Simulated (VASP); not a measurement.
# Cd (P6_3/mmc) in VASP: a series of runs, part 2 of 2

VASP 6.6.1. Earlier steps stand in the parts before.

## (3) Optical spectrum, PBE+TS-HI

INCAR

```
SYSTEM = Cd
PREC = Accurate
ENCUT = 520
EDIFF = 1E-7
ISMEAR = -5
SIGMA = 0.05
LREAL = .FALSE.
LASPH = .TRUE.
NELM = 80
ALGO = Fast
ISIF = 2
LWAVE = .FALSE.
LCHARG = .FALSE.
GGA = PE
IVDW = 21
LOPTICS = .TRUE.
NBANDS = 44
NEDOS = 1000
CSHIFT = 0.1
```

Cd.cif

```cif
data_Cd
_cell_length_a 2.97887000
_cell_length_b 2.97887000
_cell_length_c 5.61765000
_cell_angle_alpha 90.00000000
_cell_angle_beta 90.00000000
_cell_angle_gamma 120.00000000
_space_group_name_H-M_alt 'P6_3/mmc'
_space_group_name_Hall '-P 6c 2c'
_space_group_IT_number 194
loop_
_space_group_symop_operation_xyz
'x,y,z'
'-x,-y,-z'
'x-y,x,z+1/2'
'-x+y,-x,-z+1/2'
'-y,x-y,z'
'y,-x+y,-z'
'-x,-y,z+1/2'
'x,y,-z+1/2'
'-x+y,-x,z'
'x-y,x,-z'
'y,-x+y,z+1/2'
'-y,x-y,-z+1/2'
'-y,-x,-z+1/2'
'y,x,z+1/2'
'-x,-x+y,-z'
'x,x-y,z'
'-x+y,y,-z+1/2'
'x-y,-y,z+1/2'
'y,x,-z'
'-y,-x,z'
'x,x-y,-z+1/2'
'-x,-x+y,z+1/2'
'x-y,-y,-z'
'-x+y,y,z'
loop_
_atom_site_label
_atom_site_type_symbol
_atom_site_symmetry_multiplicity
_atom_site_Wyckoff_symbol
_atom_site_fract_x
_atom_site_fract_y
_atom_site_fract_z
_atom_site_occupancy
Cd1 Cd 2 c 0.6666666667 0.3333333333 0.7500000000 1
```

KPOINTS

```
regular mesh
0
G
  10 10 5
  0 0 0
```

POSCAR

```
Cd
 1.0000000000000000
     2.9788700000000001    0.0000000000000000    0.0000000000000000
    -1.4894349999999994    2.5797770945713512    0.0000000000000000
     0.0000000000000000    0.0000000000000000    5.6176500000000003
 Cd 
   2
Cartesian
  1.4894350001489436  0.8599256981044577  4.2132375000000000
 -0.0000000001489431  1.7198513964668936  1.4044125000000001
```

Potentials or basis: VASP PAW PBE potentials, release 64 (Cd).

Run with:

```sh
ase convert -i cif -o vasp Cd.cif POSCAR
cat potpaw_PBE.64/Cd/POTCAR > POTCAR
mpirun -np 1 vasp_std > vasp.out
```

OUTCAR:

```text
SYSTEM = Cd
   PREC = Accurate
   ENCUT = 520
   EDIFF = 1E-7
   ISMEAR = -5
   LREAL = .FALSE.
   LASPH = .TRUE.
   NELM = 80
   ISIF = 2
   GGA = PE
   IVDW = 21
  IVDW =  21

 ion  position               nearest neighbor table
   1  0.667  0.333  0.750-   2 3.29   2 3.29   2 3.29   2 3.29   2 3.29   2 3.29
   2  0.333  0.667  0.250-   1 3.29   1 3.29   1 3.29   1 3.29   1 3.29   1 3.29

  LATTYP: Found a hexagonal cell.
 ALAT       =     2.9788700000
 C/A-ratio  =     1.8858325472

  Lattice vectors:

 A1 = (   2.9788700000,   0.0000000000,   0.0000000000)
 A2 = (  -1.4894350000,   2.5797770946,   0.0000000000)
 A3 = (   0.0000000000,   0.0000000000,   5.6176500000)

Analysis of symmetry for initial positions (statically):
=====================================================================
 Subroutine PRICEL returns:
 Original cell was already a primitive cell.

 Routine SETGRP: Setting up the symmetry group for a
 hexagonal supercell.

 Subroutine GETGRP returns: Found 24 space group operations
 (whereof 12 operations were pure point group operations)
 out of a pool of 24 trial point group operations.

The static configuration has the point symmetry D_3d.
 The point group associated with its full space group is D_6h.

Analysis of symmetry for dynamics (positions and initial velocities):
=====================================================================
 Subroutine PRICEL returns:
 Original cell was already a primitive cell.

 Routine SETGRP: Setting up the symmetry group for a
 hexagonal supercell.

 Subroutine GETGRP returns: Found 24 space group operations
 (whereof 12 operations were pure point group operations)
 out of a pool of 24 trial point group operations.

The dynamic configuration has the point symmetry D_3d.
 The point group associated with its full space group is D_6h.

 Subroutine INISYM returns: Found 24 space group operations
 (whereof 12 operations are pure point group operations),
 and found     1 'primitive' translations

----------------------------------------------------------------------------------------

                                     Primitive cell

  volume of cell :      43.1706

  direct lattice vectors                    reciprocal lattice vectors
     2.978870000  0.000000000  0.000000000     0.335697765  0.193815195  0.000000000
    -1.489435000  2.579777095  0.000000000     0.000000000  0.387630390  0.000000000
     0.000000000  0.000000000  5.617650000     0.000000000  0.000000000  0.178010378

  length of vectors
     2.978870000  2.978870000  5.617650000     0.387630390  0.387630390  0.178010378

  position of ions in fractional coordinates (direct lattice)
     0.666666667  0.333333333  0.750000000
     0.333333333  0.666666667  0.250000000

  ion indices of the primitive-cell ions
   primitive index   ion index
                 1           1
                 2           2

----------------------------------------------------------------------------------------

 KPOINTS: regular mesh

Automatic generation of k-mesh.
 Grid dimensions read from file:
 generate k-points for:   10   10    5

 Generating k-lattice:

  Cartesian coordinates                     Fractional coordinates (reciprocal lattice)
     0.033569776  0.019381519  0.000000000     0.100000000  0.000000000  0.000000000
[... 58 lines left out ...]
  0.400000  0.200000  0.400000     12.000000
  0.300000  0.300000  0.400000     12.000000
   k-points           NKPTS =     42   k-points in BZ     NKDIM =     42   number of bands    NBANDS=     44
   number of dos      NEDOS =   1000   number of ions     NIONS =      2
   total plane-waves  NPLWV =  24192
   dimension x,y,z NGX =    24 NGY =   24 NGZ =   42
   dimension x,y,z NGXF=    48 NGYF=   48 NGZF=   84
   ions per type =               2
   NGX,Y,Z   is equivalent  to a cutoff of  13.39, 13.39, 12.43 a.u.
   NGXF,Y,Z  is equivalent  to a cutoff of  26.79, 26.79, 24.86 a.u.
 SYSTEM =  Cd
   PREC   = accura    normal or accurate (medium, high low for compatibility)
   ISTART =      0    job   : 0-new  1-cont  2-samecut
   ICHARG =      2    charge: 1-file 2-atom 10-const
   ISPIN  =      1    spin polarized calculation?
   LNONCOLLINEAR =      F non collinear calculations
   LSORBIT =      F    spin-orbit coupling
   LASPH  =      T    aspherical Exc in radial PAW
   ENCUT  =  520.0 eV  38.22 Ry    6.18 a.u.   5.54  5.54 10.45*2*pi/ulx,y,z
   NELM   =     80;   NELMIN=  2; NELMDL= -5     # of ELM steps
   EDIFF  = 0.1E-06   stopping-criterion for ELM
   LREAL  =      F    real-space projection
   EDIFFG = 0.1E-05   stopping-criterion for IOM
   NSW    =      0    number of steps for IOM
   IBRION =     -1    ionic relax: 0-MD 1-quasi-New 2-CG
   NFREE  =      0    steps in history (QN), initial steepest desc. (CG)
   ISIF   =      2    stress and relaxation
   ISYM   =      2    0-nonsym 1-usesym 2-fastsym
   POTIM  = 0.5000    time-step for ionic-motion
   TEBEG  =    0.0;   TEEND  =   0.0 temperature during run
   PSTRESS=    0.0 pullay stress
   NELECT =      24.0000    total number of electrons
   NUPDOWN=      -1.0000    fix difference up-down
   EMIN   =  10.00;   EMAX   =-10.00  energy-range for DOS
   EFERMI =   0.00;   METHOD = LEGACY
   ISMEAR =    -5;   SIGMA  =   0.05  broadening in eV -4-tet -1-fermi 0-gaus
   EFERMI_NEDOS =   21; number of points for ismear=-14 and -15
   IALGO  =     68    algorithm
   IMIX   =      4    mixing-type and parameters
     AMIX     =   0.40;   BMIX     =  1.00
     AMIX_MAG =   1.60;   BMIX_MAG =  1.00
  volume/ion in A,a.u.               =      21.59       145.66
  Fermi-wavevector in a.u.,A,eV,Ry     =   1.346116  2.543790 24.654136  1.812028
  Thomas-Fermi vector in A             =   2.473974
   LORBIT       =      0    0 simple, 1 ext, 2 COOP (PROOUT), +10 PAW based schemes
   GGA     = PE    functional components
   LHFCALC =     F    Hartree Fock is set to
   AEXX    =    0.0000 exact exchange contribution
   IVDW    =    21    specifies the selected vdW correction
   LEPSILON=     F    determine dielectric tensor
   LRPA    =     F    only Hartree local field effects (RPA)
 non-spin polarized calculation
 RMM-DIIS sequential band-by-band and
 Fermi weights with tetrahedron method with Bloechl corrections
  energy-cutoff  :      520.00
  volume of cell :       43.17
 maximum number of plane-waves:      1185
 NGX is ok and might be reduce to    24
   NGX = 11   NGY = 11   NGZ = 21

 number of electron      23.9999993 magnetization

 Free energy of the ion-electron system (eV)
  ---------------------------------------------------
  ext. energy  EPLUGINS =         0.00000000
  ---------------------------------------------------
  free energy    TOTEN  =        -1.47850684 eV

  energy without entropy =       -1.47850684  energy(sigma->0) =       -1.47850684

 E-fermi :   2.9180     XC(G=0): -11.0316

 val. band max:        2.9409610352   @ k =   0.4000  -0.0000   0.0000
 cond. band min:       2.8603413832   @ k =   0.3000   0.0000   0.0000
 fundamental gap:     -0.0806196520
 Fermi energy:         2.9180032469

 k-point     1 :       0.0000    0.0000    0.0000
  band No.  band energies     occupation
      1      -6.9140      2.00000
      2      -6.6479      2.00000
      3      -6.2751      2.00000
      4      -6.2751      2.00000
      5      -6.2240      2.00000
      6      -6.2240      2.00000
[... 1069 lines left out ...]
     23      22.5283      0.00000
     24      23.2848      0.00000

 [... further k-points ...]

 [bands above 24 left out]

------------------------ aborting loop because EDIFF is reached ----------------------------------------

  Hirshfeld charges:
            ion         q(e)
   ------------------------------
      1     Cd          0.000
      2     Cd         -0.000

  Tkatchenko/Scheffler method for vdW energy calculation

  Number of pair interactions contributing to vdW energy:   36272

  Edisp (eV):   -0.79266

  FORCE on cell =-STRESS in cart. coord.  units (eV):
  Direction    XX          YY          ZZ          XY          YZ          ZX
  --------------------------------------------------------------------------------------
  -------------------------------------------------------------------------------------
  Total      -0.20633    -0.20633    -0.43061    -0.00000     0.00000     0.00000
  in kB      -7.65739    -7.65739   -15.98100    -0.00000     0.00000     0.00000
  external pressure =      -10.43 kB  Pullay stress =        0.00 kB

 VOLUME and BASIS-vectors are now :
 -----------------------------------------------------------------------------
  energy-cutoff  :      520.00
  volume of cell :       43.17
      direct lattice vectors                 reciprocal lattice vectors
     2.978870000  0.000000000  0.000000000     0.335697765  0.193815195  0.000000000
    -1.489435000  2.579777095  0.000000000     0.000000000  0.387630390  0.000000000
     0.000000000  0.000000000  5.617650000     0.000000000  0.000000000  0.178010378

 POSITION                                       TOTAL-FORCE (eV/Angst)
 -----------------------------------------------------------------------------------
      1.48944      0.85993      4.21324         0.000000     -0.000000      0.000000
     -0.00000      1.71985      1.40441        -0.000000      0.000000      0.000000
 -----------------------------------------------------------------------------------
    total drift:                               -0.000000      0.000000      0.000000

  FREE ENERGIE OF THE ION-ELECTRON SYSTEM (eV)
  ---------------------------------------------------
  free  energy   TOTEN  =        -2.2711654544 eV

  energy  without entropy=       -2.2711654544  energy(sigma->0) =       -2.27116545
```

Run time: 48 s. Hardware: 1 thread of AMD EPYC 9R45 (Zen 5), shared host; peak memory 0.16 GiB.

What came out:

* Free energy: -2.2712 eV
* Pressure: -1.0 GPa
* Band gap on the k mesh: none (metal or under the smearing width)
* Dispersion energy per atom: -0.396 eV

Stress tensor (GPa, compression positive):
```
-0.77  0.00  0.00
 0.00 -0.77  0.00
 0.00  0.00 -1.60
```

Levels at points of the mesh, in eV from the Fermi level:
| k point | band 8 | band 9 | band 10 | band 11 | band 12 | band 13 | band 14 | band 15 | band 16 | band 17 |
| --- | --- | --- | --- | --- | --- | --- | --- | --- | --- | --- |
| (0.00, 0.00, 0.00) | -8.68 | -8.68 | -8.43 | -8.43 | -2.99 | -2.97 | 10.63 | 14.53 | 14.94 | 14.95 |
| (0.50, 0.00, 0.00) | -8.46 | -8.16 | -8.13 | -2.28 | -1.78 | 2.06 | 3.09 | 3.25 | 5.31 | 8.45 |

Caveat: pairwise dispersion overbinds metals, which lowers pressure and volume; tetrahedron occupations give inexact forces and stress in metals.
